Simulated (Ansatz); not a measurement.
# BN at 20 GPa: from Born charge to LO–TO splitting and polaron coupling

These are results of DFT PBEsol, scalar-relativistic, plane waves, PAW (Ansatz), not measurements. Plane waves to 420 eV; Γ-centred k mesh 12×12×12; fixed occupations. No spin polarisation. Phonons by linear response, acoustic sum rule imposed.

The cell, relaxed at 20 GPa:
```
B N
1.0
     0.00000    1.77449    1.77449
     1.77449    0.00000    1.77449
     1.77449    1.77449    0.00000
B N
1 1
Cartesian
  0.0000 0.0000 0.0000
  2.6617 2.6617 2.6617
```

Linear response gives ν_TO = 1109.4 cm⁻¹, Born charges ±1.879 e (positive on B) and ε∞ = 4.587. The primitive cell holds 11.175 Å³, and the masses are 10.810 and 14.007 amu.

Problem. Find ν_LO and the static dielectric constant.

Solution. The long-wave field adds a restoring force: ω_LO² − ω_TO² = Z*²e²/(ε_vac ε∞ μV). In these units ν_LO² − ν_TO² = 4.92064×10⁷ Z*²/(μ V ε∞) cm⁻², with μ = m₁m₂/(m₁ + m₂) = 6.101 amu: 555620 cm⁻². So ν_LO = √(1109.4² + 555620) = 1336.5 cm⁻¹, and the run gives 1336.5. Lyddane–Sachs–Teller then gives ε0 = ε∞ (ν_LO/ν_TO)² = 6.66, against 6.66 in the run (it forms both from the same three quantities, so the match checks the arithmetic only). Between ν_TO and ν_LO the dielectric function is negative and an undamped crystal reflects fully: a reststrahlen band from 7.5 to 9.0 μm.

Problem. What do the Clausius–Mossotti polarisability and the Szigeti charge come to?

Solution. With the Lorentz local field, α = (3V/4π)(ε∞ − 1)/(ε∞ + 2) = 1.45 Å³ for the pair, and e_S = 3Z*/(ε∞ + 2) = 0.86 e. The Born charge includes the electrons' response to the dipole's own local field, and e_S takes that enhancement out. The Lorentz field assumes point-like polarisable ions, a poor picture once ε∞ is this large, since the electron clouds then overlap or are shared, so both numbers are formal here.

Problem. How strongly does a slow electron couple to the LO mode?

Solution. For one isotropic parabolic band, Fröhlich's constant is α_F = (1/ε∞ − 1/ε0) √(m* Ry/ħω_LO), with Ry = 13.606 eV, ħω_LO = 165.7 meV and m* in free-electron masses: α_F = 0.0678 × 9.06 × √m* = 0.61 √m*. The band mass isn't part of this run; for m* = 0.1, 0.3 and 1 it gives 0.19, 0.34, 0.61. In weak coupling the polaron lies α_F ħω_LO below the band edge (56 meV at m* = 0.3) with a mass m*(1 + α_F/6); past α_F of about 5 or 6 that expansion fails. A semilocal functional's ε∞ tends to be too large, which taken alone lowers α_F.

Cost: 1 run of about 0.22 core-minutes, on Arm Neoverse V1 (shared hosts).

The lattice is polar, but its ions add only modestly to the static screening, taking the dielectric constant from 4.587 to 6.66. The reason is the stiffness of the short, strongly covalent sp³ bonds: a static field displaces the sublattices little, even with a Born charge of 1.879 e. The light atoms raise both phonon frequencies and widen the LO–TO gap, yet mass cancels out of the static ionic response, which depends on charge, force constant and volume. The Born charge itself measures how polarisation follows displacement, including charge flow along the bonds, so it is no count of electrons transferred from boron to nitrogen.

The same stiffness keeps the Fröhlich coupling weak for the masses considered, since small ionic screening and a high LO energy both reduce it. For real carriers in cubic BN this is a scale rather than a polaron binding energy: the conduction-band valleys are anisotropic and the valence-band top is degenerate, so neither edge fits the single isotropic band assumed.
